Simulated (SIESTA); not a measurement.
The system is Sn.

```
Sn
1.0
    -1.89465    1.89465    1.89465
     1.89465   -1.89465    1.89465
     1.89465    1.89465   -1.89465
Sn
1
Direct
  0.00000 0.00000 0.00000
```

This isn't the form of Sn at room conditions, which is tetragonal (white tin).

```yaml
Program: SIESTA 5.4.2
Task: single point
Functional: PBEsol
Potentials_or_basis: PseudoDojo 0.4 standard (PBEsol files)
Basis: DZP (energy shift 0.003 Ry; two zetas on semicore shells)
Grid_cutoff: 500 Ry
Energy_shift: 0.003 Ry
k_mesh: 10 × 10 × 10
Occupations: fermi-dirac, width 0.05 eV
Spin: no spin polarisation
```

On this cell: pressure -1.2 GPa; band gap on the k mesh none (metal or under the smearing width).

The same run follows on a disturbed copy (cell strained at random at fixed volume):

```xyz
1
Lattice="-1.8779 1.8984 1.9102 1.8946 -1.8698 1.8983 1.8874 1.8793 -1.8817" Properties=species:S:1:pos:R:3 pbc="T T T"
Sn   -0.0122    0.0003    0.0364
```

**Question.** What does the disturbed cell give?

**Answer.** The energy (extrapolated to zero smearing) moves by -0.7 meV/atom; pressure -1.2 GPa; band gap on the k mesh none (metal or under the smearing width).

Stress tensor (GPa, compression positive):
```
-1.36  0.15  0.17
 0.15 -1.43  0.20
 0.17  0.20 -0.82
```

Caveats: the basis of atomic orbitals isn't converged, which shifts pressures, moduli and gaps.
